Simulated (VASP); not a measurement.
# NaCl (Fm-3m) in VASP: notebook

The runs below take NaCl through evGW0 quasiparticle levels, band structure, with PBEsol, HSE06, HSE03, PBE0, LDA.

Everything below comes from runs of VASP 6.6.1. Logs are shortened: lines on timing, memory, paths and dates and some standing lists are left out, and cuts for length are marked.

### 1 The crystal as given

Symmetry: Fm-3m, No. 225, cubic system. Conventional cell: a = 5.588 Å, b = 5.588 Å, c = 5.588 Å, α = 90.00°, β = 90.00°, γ = 90.00°. Cl (site symmetry m-3m) has 6 Na at 2.79 Å as nearest neighbours. Na (site symmetry m-3m) has 6 Cl at 2.79 Å as nearest neighbours.

The cell is a database's computed one.

### 2 EvGW0 quasiparticle levels, PBEsol

The input, POSCAR:

```
NaCl
1.0
    0.0000000000      2.7940632177      2.7940632177
    2.7940632177      0.0000000000      2.7940632177
    2.7940632177      2.7940632177      0.0000000000
Cl Na
1 1
Direct
    0.5000000000      0.5000000000      0.5000000000
    0.0000000000      0.0000000000      0.0000000000
```

The input, INCAR.step1:

```
PREC = Accurate
ENCUT = 450
EDIFF = 1E-8
ISMEAR = 0
SIGMA = 0.01
LREAL = F
LASPH = T
NELM = 80
ALGO = Normal
LWAVE = T
LCHARG = F
GGA = PS
```

The input, INCAR.step2:

```
PREC = Accurate
ENCUT = 450
EDIFF = 1E-8
ISMEAR = 0
SIGMA = 0.01
LREAL = F
LASPH = T
NELM = 1
ALGO = Exact
LWAVE = T
LCHARG = F
GGA = PS
NBANDS = 423
LOPTICS = T
ISTART = 1
```

The input, INCAR.step3:

```
PREC = Accurate
ENCUT = 450
EDIFF = 1E-8
ISMEAR = 0
SIGMA = 0.01
LREAL = F
LASPH = T
ALGO = EVGW0
LWAVE = F
LCHARG = F
GGA = PS
NELMGW = 4
NBANDS = 423
ENCUTGW = 200
NOMEGA = 64
PRECFOCK = Fast
ISTART = 1
NBANDSGW = 16
```

The input, KPOINTS:

```
Automatic mesh
0
Gamma
  4 4 4
```

Potentials or basis: VASP PAW PBE potentials, release 64 (Cl_GW, Na_sv_GW).

On the command line:

```
$ cat potpaw_PBE.64/Cl_GW/POTCAR potpaw_PBE.64/Na_sv_GW/POTCAR > POTCAR
$ cp INCAR.step1 INCAR
$ mpirun -np 1 vasp_std > vasp.out
$ cp INCAR.step2 INCAR
$ mpirun -np 1 vasp_std > vasp.out
$ cp INCAR.step3 INCAR
$ mpirun -np 1 vasp_std > vasp.out
```

OUTCAR:

```text
PREC = Accurate
   ENCUT = 450
   EDIFF = 1E-8
   ISMEAR = 0
   LREAL = F
   LASPH = T
   GGA = PS
   NELMGW = 4
   ENCUTGW = 200
   PRECFOCK = Fast
   ISTART = 1

 ion  position               nearest neighbor table
   1  0.500  0.500  0.500-
   2  0.000  0.000  0.000-

  LATTYP: Found a face centered cubic cell.
 ALAT       =     5.5881264354

  Lattice vectors:

 A1 = (   0.0000000000,   2.7940632177,   2.7940632177)
 A2 = (   2.7940632177,   0.0000000000,   2.7940632177)
 A3 = (   2.7940632177,   2.7940632177,   0.0000000000)

Analysis of symmetry for initial positions (statically):
=====================================================================
 Subroutine PRICEL returns:
 Original cell was already a primitive cell.

 Routine SETGRP: Setting up the symmetry group for a
 face centered cubic supercell.

 Subroutine GETGRP returns: Found 48 space group operations
 (whereof 48 operations were pure point group operations)
 out of a pool of 48 trial point group operations.

The static configuration has the point symmetry O_h .

Analysis of symmetry for dynamics (positions and initial velocities):
=====================================================================
 Subroutine PRICEL returns:
 Original cell was already a primitive cell.

 Routine SETGRP: Setting up the symmetry group for a
 face centered cubic supercell.

 Subroutine GETGRP returns: Found 48 space group operations
 (whereof 48 operations were pure point group operations)
 out of a pool of 48 trial point group operations.

The dynamic configuration has the point symmetry O_h .

 Subroutine INISYM returns: Found 48 space group operations
 (whereof 48 operations are pure point group operations),
 and found     1 'primitive' translations

----------------------------------------------------------------------------------------

                                     Primitive cell

  volume of cell :      43.6253

  direct lattice vectors                    reciprocal lattice vectors
     0.000000000  2.794063218  2.794063218    -0.178950854  0.178950854  0.178950854
[... 46 lines left out ...]
  0.250000  0.250000  0.000000      6.000000
  0.500000  0.250000  0.000000     24.000000
 -0.250000  0.250000  0.000000     12.000000
  0.500000  0.500000  0.000000      3.000000
 -0.250000  0.500000  0.250000      6.000000
   k-points           NKPTS =      8   k-points in BZ     NKDIM =     64   number of bands    NBANDS=    423
   number of dos      NEDOS =    301   number of ions     NIONS =      2
   total plane-waves  NPLWV =  21952
   dimension x,y,z NGX =    28 NGY =   28 NGZ =   28
   dimension x,y,z NGXF=    56 NGYF=   56 NGZF=   56
   ions per type =               1   1
   NGX,Y,Z   is equivalent  to a cutoff of  11.78, 11.78, 11.78 a.u.
   NGXF,Y,Z  is equivalent  to a cutoff of  23.56, 23.56, 23.56 a.u.
 SYSTEM =  unknown system
   PREC   = accura    normal or accurate (medium, high low for compatibility)
   ISTART =      1    job   : 0-new  1-cont  2-samecut
   ICHARG =      0    charge: 1-file 2-atom 10-const
   ISPIN  =      1    spin polarized calculation?
   LNONCOLLINEAR =      F non collinear calculations
   LSORBIT =      F    spin-orbit coupling
   LASPH  =      T    aspherical Exc in radial PAW
   ENCUT  =  450.0 eV  33.07 Ry    5.75 a.u.   6.83  6.83  6.83*2*pi/ulx,y,z
   NELM   =     60;   NELMIN=  2; NELMDL=  0     # of ELM steps
   EDIFF  = 0.1E-07   stopping-criterion for ELM
   LREAL  =      F    real-space projection
   EDIFFG = 0.1E-06   stopping-criterion for IOM
   NSW    =      0    number of steps for IOM
   IBRION =     -1    ionic relax: 0-MD 1-quasi-New 2-CG
   NFREE  =      0    steps in history (QN), initial steepest desc. (CG)
   ISIF   =      0    stress and relaxation
   ISYM   =      3    0-nonsym 1-usesym 2-fastsym
   POTIM  = 0.5000    time-step for ionic-motion
   TEBEG  =    0.0;   TEEND  =   0.0 temperature during run
   PSTRESS=    0.0 pullay stress
   NELECT =      16.0000    total number of electrons
   NUPDOWN=      -1.0000    fix difference up-down
   EMIN   =  10.00;   EMAX   =-10.00  energy-range for DOS
   EFERMI =   0.00;   METHOD = LEGACY
   ISMEAR =     0;   SIGMA  =   0.01  broadening in eV -4-tet -1-fermi 0-gaus
   EFERMI_NEDOS =   21; number of points for ismear=-14 and -15
   IALGO  =     38    algorithm
   IMIX   =      4    mixing-type and parameters
     AMIX     =   0.40;   BMIX     =  1.00
     AMIX_MAG =   1.60;   BMIX_MAG =  1.00
  volume/ion in A,a.u.               =      21.81       147.20
  Fermi-wavevector in a.u.,A,eV,Ry     =   1.171841  2.214458 18.683667  1.373211
  Thomas-Fermi vector in A             =   2.308278
   LORBIT       =      0    0 simple, 1 ext, 2 COOP (PROOUT), +10 PAW based schemes
   GGA     = PS    functional components
   LHFCALC =     T    Hartree Fock is set to
   PRECFOCK=fast      Normal, Fast or Accurate (Low or Medium for compatibility)
   ENCUT4O =  -1.0   cutoff for four orbital integrals eV
   NKREDX  =     1    reduce k-point grid by
   NKREDY  =     1    reduce k-point grid by
   NKREDZ  =     1    reduce k-point grid by
   AEXX    =    1.0000 exact exchange contribution
   HFSCREEN=    0.0000 screening length (either q_TF or 0.3 A-1)
   HFSCREENC=   0.0000 screening length for correlation (either q_TF or 0.3 A-1)
   ENCUTFOCK=  -1.0 apply spherical cutoff to Coloumb kernel
   IVDW    =     0    specifies the selected vdW correction
   LEPSILON=     F    determine dielectric tensor
   LRPA    =     F    only Hartree local field effects (RPA)
   LRPAFORCE           =     F    calculate RPA forces
   ENCUTGW             = 200.0    cutoff for response function in eV
   ENCUTGWSOFT         = 160.0    soft cutoff for Coulomb kernel in GW response function in eV
   ENCUTLF             =  -1.0    cutoff for local field effects
   NELMGW              =     4    number of iterations in solving QP/BSE equation
   NELMHF              =     1    number of iterations in the inner HF iteration
   NKREDLFX            =     1    NKREDLFY  =   1   NKREDLFZ  =   1
 non-spin polarized calculation
 Gauss-broadening in eV      SIGMA  =   0.01
  energy-cutoff  :      450.00
  volume of cell :       43.63
 maximum number of plane-waves:       960
  NGX = 16; NGY = 16; NGZ = 16
   NGX = 13   NGY = 13   NGZ = 13
 maximum number of plane-waves:       290

 QP shifts <psi_nk| G(iteration)W_0 |psi_nk>: iteration 1
 for sc-GW calculations column KS-energies equals QP-energies in previous step
 and V_xc(KS)=  KS-energies - (<T + V_ion + V_H > + <T+V_H+V_ion>^1  + <V_x>^1)

 k-point   1 :       0.0000    0.0000    0.0000
  band No.  KS-energies  QP-energies   sigma(KS)   V_xc(KS)     V^pw_x(r,r')   Z            occupation Imag(sigma)

      1     -49.3529     -58.1342     -40.2596     -28.8870     -49.0701       0.7721       2.0000       0.4923
      2     -21.4616     -27.1959     -35.2251     -28.1119     -41.3263       0.8062       2.0000       0.1943
      3     -21.4616     -27.1959     -35.2251     -28.1119     -41.3263       0.8062       2.0000       0.1943
      4     -21.4616     -27.1959     -35.2251     -28.1119     -41.3263       0.8062       2.0000       0.1943
      5     -13.5316     -15.2144     -17.2079     -14.8411     -24.1830       0.7110       2.0000       1.5627
      6      -0.8273      -2.9544     -17.1791     -14.4940     -18.8778       0.7922       2.0000       0.1347
[... 621 lines left out ...]
      2     -28.4904     -28.5334     -35.1240       6.5797     -41.2637       0.7972       2.0000       0.2035
      3     -28.4904     -28.5334     -35.1240       6.5797     -41.2637       0.7972       2.0000       0.2035
      4     -28.4814     -28.5242     -35.1286       6.5938     -41.2743       0.8014       2.0000       0.2134
      5     -15.3590     -15.3867     -17.6712       2.2732     -24.5556       0.7100       2.0000       1.3511
      6      -4.7890      -4.8012     -15.8007      10.9962     -17.8844       0.7895       2.0000       0.1727
[... 8 lines left out ...]
     15      17.0312      17.0332      -8.6765      25.7102      -4.0452       0.8038       0.0000      -0.3694
     16      17.8228      17.8249      -9.9623      27.7877      -5.0627       0.7930       0.0000      -0.3965
```

It took 24 min on 1 thread of Intel Xeon Platinum 8488C (Sapphire Rapids), shared host; peak memory 0.78 GiB.

Results:

| Quantity | Value |
| --- | --- |
| Band gap on the k mesh, mean-field level | 5.07 eV, direct |
| Quasiparticle gap | 8.65 eV |
| Least direct quasiparticle gap | 8.65 eV |

Levels at points of the mesh, in eV from the valence-band top:
| k point | band 5 | band 6 | band 7 | band 8 | band 9 | band 10 | band 11 | band 12 |
| --- | --- | --- | --- | --- | --- | --- | --- | --- |
| (0.00, 0.00, 0.00) | -12.70 | 0.00 | 0.00 | 0.00 | 5.07 | 10.91 | 10.91 | 10.91 |
| (0.50, 0.00, 0.00) | -12.33 | -2.05 | -0.29 | -0.29 | 7.10 | 10.75 | 10.82 | 10.82 |
| (0.50, 0.50, 0.00) | -12.28 | -1.78 | -0.64 | -0.64 | 7.53 | 7.82 | 11.32 | 14.87 |

Quasiparticle gap after each update of the energies (eV): 8.12, 8.57, 8.64, 8.65

Caveat: the k mesh is coarse (spacing up to 0.49 Å⁻¹), so the values aren't converged; the cutoff is under 1.25 times the usual one of these potentials, so pressure, stress and relaxed cells hold a basis-set (Pulay) error; bands, screening cutoff and mesh are small and nothing is extrapolated, so the quasiparticle values aren't converged; the PAW data sets were made with another functional, which shifts forces and pressure a little.

### 3 Band structure, HSE06

POSCAR is that of step 2.

The input, INCAR.step1:

```
ALGO = Normal
EDIFF = 1E-5
ENCUT = 520
GGA = PE
ISIF = 2
ISMEAR = 0
KPAR = 4
LASPH = True
LCHARG = False
LREAL = False
LWAVE = True
NBANDS = 14
NELM = 60
PREC = Accurate
SIGMA = 0.02
```

The input, INCAR.step2:

```
ALGO = Normal
EDIFF = 1E-6
ENCUT = 520
GGA = PE
HFSCREEN = 0.2
ISIF = 2
ISMEAR = 0
ISTART = 1
KPAR = 4
LASPH = True
LCHARG = False
LHFCALC = True
LREAL = False
LWAVE = False
NBANDS = 14
NELM = 60
PREC = Accurate
PRECFOCK = Fast
SIGMA = 0.02
```

The input, KPOINTS:

```
k-points
0
Gamma
  6 6 6
```

The input, KPOINTS_OPT:

```
path GXWKGLUWLK,UX
10
line-mode
reciprocal
 0.0000000000  0.0000000000  0.0000000000  G
 0.5000000000  0.0000000000  0.5000000000  X

 0.5000000000  0.0000000000  0.5000000000  X
 0.5000000000  0.2500000000  0.7500000000  W

 0.5000000000  0.2500000000  0.7500000000  W
 0.3750000000  0.3750000000  0.7500000000  K

 0.3750000000  0.3750000000  0.7500000000  K
 0.0000000000  0.0000000000  0.0000000000  G

 0.0000000000  0.0000000000  0.0000000000  G
 0.5000000000  0.5000000000  0.5000000000  L

 0.5000000000  0.5000000000  0.5000000000  L
 0.6250000000  0.2500000000  0.6250000000  U

 0.6250000000  0.2500000000  0.6250000000  U
 0.5000000000  0.2500000000  0.7500000000  W

 0.5000000000  0.2500000000  0.7500000000  W
 0.5000000000  0.5000000000  0.5000000000  L

 0.5000000000  0.5000000000  0.5000000000  L
 0.3750000000  0.3750000000  0.7500000000  K

 0.6250000000  0.2500000000  0.6250000000  U
 0.5000000000  0.0000000000  0.5000000000  X
```

Potentials or basis: VASP PAW PBE potentials, release 64 (Cl, Na_pv).

On the command line:

```
$ cat potpaw_PBE.64/Cl/POTCAR potpaw_PBE.64/Na_pv/POTCAR > POTCAR
$ cp INCAR.step1 INCAR
$ mpirun -np 4 vasp_std > vasp.out
$ cp INCAR.step2 INCAR
$ mpirun -np 4 vasp_std > vasp.out
```

Run time: 8.9 min. Hardware: 4 MPI ranks of Intel Xeon 6975P-C (Granite Rapids), shared host; peak memory 0.34 GiB.

Results (log left out):

```yaml
Free_energy: -7.8902 eV
Pressure: 1.0 GPa
Band_gap_on_the_k_mesh: 6.61 eV, direct
Band_gap_along_the_path: 6.61 eV, direct
```

Levels at the corners of the path, in eV from the valence-band top:
| point | band 4 | band 5 | band 6 | band 7 | band 8 | band 9 | band 10 | band 11 |
| --- | --- | --- | --- | --- | --- | --- | --- | --- |
| Γ | -13.92 | 0.00 | 0.00 | 0.00 | 6.61 | 12.68 | 12.68 | 12.68 |
| X | -13.47 | -1.86 | -0.67 | -0.67 | 9.10 | 9.41 | 13.13 | 16.77 |
| X | -13.47 | -1.86 | -0.67 | -0.67 | 9.10 | 9.41 | 13.13 | 16.77 |
| W | -13.45 | -1.33 | -1.33 | -0.84 | 10.49 | 11.25 | 11.25 | 13.10 |
| W | -13.45 | -1.33 | -1.33 | -0.84 | 10.49 | 11.25 | 11.25 | 13.10 |
| K | -13.46 | -1.58 | -1.24 | -0.56 | 9.74 | 10.61 | 12.24 | 14.60 |
| K | -13.46 | -1.58 | -1.24 | -0.56 | 9.74 | 10.61 | 12.24 | 14.60 |
| Γ | -13.92 | 0.00 | 0.00 | 0.00 | 6.61 | 12.68 | 12.68 | 12.68 |
| Γ | -13.92 | 0.00 | 0.00 | 0.00 | 6.61 | 12.68 | 12.68 | 12.68 |
| L | -13.53 | -2.14 | -0.30 | -0.30 | 8.70 | 12.51 | 12.60 | 12.60 |
| L | -13.53 | -2.14 | -0.30 | -0.30 | 8.70 | 12.51 | 12.60 | 12.60 |
| U | -13.46 | -1.58 | -1.24 | -0.56 | 9.74 | 10.61 | 12.24 | 14.60 |
| U | -13.46 | -1.58 | -1.24 | -0.56 | 9.74 | 10.61 | 12.24 | 14.60 |
| W | -13.45 | -1.33 | -1.33 | -0.84 | 10.49 | 11.25 | 11.25 | 13.10 |
| W | -13.45 | -1.33 | -1.33 | -0.84 | 10.49 | 11.25 | 11.25 | 13.10 |
| L | -13.53 | -2.14 | -0.30 | -0.30 | 8.70 | 12.51 | 12.60 | 12.60 |
| L | -13.53 | -2.14 | -0.30 | -0.30 | 8.70 | 12.51 | 12.60 | 12.60 |
| K | -13.46 | -1.58 | -1.24 | -0.56 | 9.74 | 10.61 | 12.24 | 14.60 |
| U | -13.46 | -1.58 | -1.24 | -0.56 | 9.74 | 10.61 | 12.24 | 14.60 |
| X | -13.47 | -1.86 | -0.67 | -0.67 | 9.10 | 9.41 | 13.13 | 16.77 |

Caveat: the PAW data sets were made with another functional, which shifts forces and pressure a little.

### 4 Band structure, HSE03

POSCAR is that of step 3.

INCAR.step1 is that of step 3.

Edit INCAR.step2 of step 3 so:

```diff
@@ -4,3 +4,3 @@
 GGA = PE
-HFSCREEN = 0.2
+HFSCREEN = 0.3
 ISIF = 2
```

KPOINTS is that of step 3.

KPOINTS_OPT is that of step 3.

On the command line:

```
$ cat potpaw_PBE.64/Cl/POTCAR potpaw_PBE.64/Na_pv/POTCAR > POTCAR
$ cp INCAR.step1 INCAR
$ mpirun -np 4 vasp_std > vasp.out
$ cp INCAR.step2 INCAR
$ mpirun -np 4 vasp_std > vasp.out
```

Run time: 8.8 min. Hardware: 4 MPI ranks of Intel Xeon 6975P-C (Granite Rapids), shared host; peak memory 0.34 GiB.

It converged, with:

```
Free energy             : -7.6944 eV
Pressure                : 1.0 GPa
Band gap on the k mesh  : 6.35 eV, direct
Band gap along the path : 6.35 eV, direct
```

Levels at the corners of the path, in eV from the valence-band top:
```tsv
point	band 4	band 5	band 6	band 7	band 8	band 9	band 10	band 11
Γ	-13.87	0.00	0.00	0.00	6.35	12.38	12.38	12.38
X	-13.42	-1.83	-0.66	-0.66	8.81	9.14	12.83	16.46
X	-13.42	-1.83	-0.66	-0.66	8.81	9.14	12.83	16.46
W	-13.40	-1.31	-1.31	-0.82	10.19	10.96	10.96	12.80
W	-13.40	-1.31	-1.31	-0.82	10.19	10.96	10.96	12.80
K	-13.41	-1.55	-1.22	-0.55	9.46	10.32	11.94	14.29
K	-13.41	-1.55	-1.22	-0.55	9.46	10.32	11.94	14.29
Γ	-13.87	0.00	0.00	0.00	6.35	12.38	12.38	12.38
Γ	-13.87	0.00	0.00	0.00	6.35	12.38	12.38	12.38
L	-13.48	-2.10	-0.30	-0.30	8.43	12.20	12.30	12.30
L	-13.48	-2.10	-0.30	-0.30	8.43	12.20	12.30	12.30
U	-13.41	-1.55	-1.22	-0.55	9.46	10.32	11.94	14.29
U	-13.41	-1.55	-1.22	-0.55	9.46	10.32	11.94	14.29
W	-13.40	-1.31	-1.31	-0.82	10.19	10.96	10.96	12.80
W	-13.40	-1.31	-1.31	-0.82	10.19	10.96	10.96	12.80
L	-13.48	-2.10	-0.30	-0.30	8.43	12.20	12.30	12.30
L	-13.48	-2.10	-0.30	-0.30	8.43	12.20	12.30	12.30
K	-13.41	-1.55	-1.22	-0.55	9.46	10.32	11.94	14.29
U	-13.41	-1.55	-1.22	-0.55	9.46	10.32	11.94	14.29
X	-13.42	-1.83	-0.66	-0.66	8.81	9.14	12.83	16.46
```

Caveat: the PAW data sets were made with another functional, which shifts forces and pressure a little.

### 5 Band structure, PBE0

POSCAR is that of step 4.

INCAR.step1 is that of step 4.

Edit INCAR.step2 of step 4 so:

```diff
@@ -1 +1,2 @@
+AEXX = 0.25
 ALGO = Normal
@@ -4,3 +5,3 @@
 GGA = PE
-HFSCREEN = 0.3
+HFRCUT = -1
 ISIF = 2
```

KPOINTS is that of step 4.

KPOINTS_OPT is that of step 4.

On the command line:

```
$ cat potpaw_PBE.64/Cl/POTCAR potpaw_PBE.64/Na_pv/POTCAR > POTCAR
$ cp INCAR.step1 INCAR
$ mpirun -np 4 vasp_std > vasp.out
$ cp INCAR.step2 INCAR
$ mpirun -np 4 vasp_std > vasp.out
```

Wall time 8.4 min (4 MPI ranks of Intel Xeon 6975P-C (Granite Rapids), shared host); peak memory 0.25 GiB.

Results (log left out):

```
Free energy             : -8.3906 eV
Pressure                : 0.9 GPa
Band gap on the k mesh  : 7.31 eV, direct
Band gap along the path : 7.31 eV, direct
```

Levels at the corners of the path, in eV from the valence-band top:
| point | band 5 | band 6 | band 7 | band 8 | band 9 | band 10 |
| --- | --- | --- | --- | --- | --- | --- |
| Γ | 0.00 | 0.00 | 0.00 | 7.31 | 13.41 | 13.41 |
| X | -1.89 | -0.68 | -0.68 | 9.83 | 10.13 | 13.85 |
| X | -1.89 | -0.68 | -0.68 | 9.83 | 10.13 | 13.85 |
| W | -1.35 | -1.35 | -0.85 | 11.23 | 11.97 | 11.97 |
| W | -1.35 | -1.35 | -0.85 | 11.23 | 11.97 | 11.97 |
| K | -1.60 | -1.26 | -0.57 | 10.47 | 11.34 | 12.96 |
| K | -1.60 | -1.26 | -0.57 | 10.47 | 11.34 | 12.96 |
| Γ | 0.00 | 0.00 | 0.00 | 7.31 | 13.41 | 13.41 |
| Γ | 0.00 | 0.00 | 0.00 | 7.31 | 13.41 | 13.41 |
| L | -2.17 | -0.31 | -0.31 | 9.41 | 13.25 | 13.34 |
| L | -2.17 | -0.31 | -0.31 | 9.41 | 13.25 | 13.34 |
| U | -1.60 | -1.26 | -0.57 | 10.47 | 11.34 | 12.96 |
| U | -1.60 | -1.26 | -0.57 | 10.47 | 11.34 | 12.96 |
| W | -1.35 | -1.35 | -0.85 | 11.23 | 11.97 | 11.97 |
| W | -1.35 | -1.35 | -0.85 | 11.23 | 11.97 | 11.97 |
| L | -2.17 | -0.31 | -0.31 | 9.41 | 13.25 | 13.34 |
| L | -2.17 | -0.31 | -0.31 | 9.41 | 13.25 | 13.34 |
| K | -1.60 | -1.26 | -0.57 | 10.47 | 11.34 | 12.96 |
| U | -1.60 | -1.26 | -0.57 | 10.47 | 11.34 | 12.96 |
| X | -1.89 | -0.68 | -0.68 | 9.83 | 10.13 | 13.85 |

Caveat: the PAW data sets were made with another functional, which shifts forces and pressure a little.

(Part 1 of 2 ends here.)
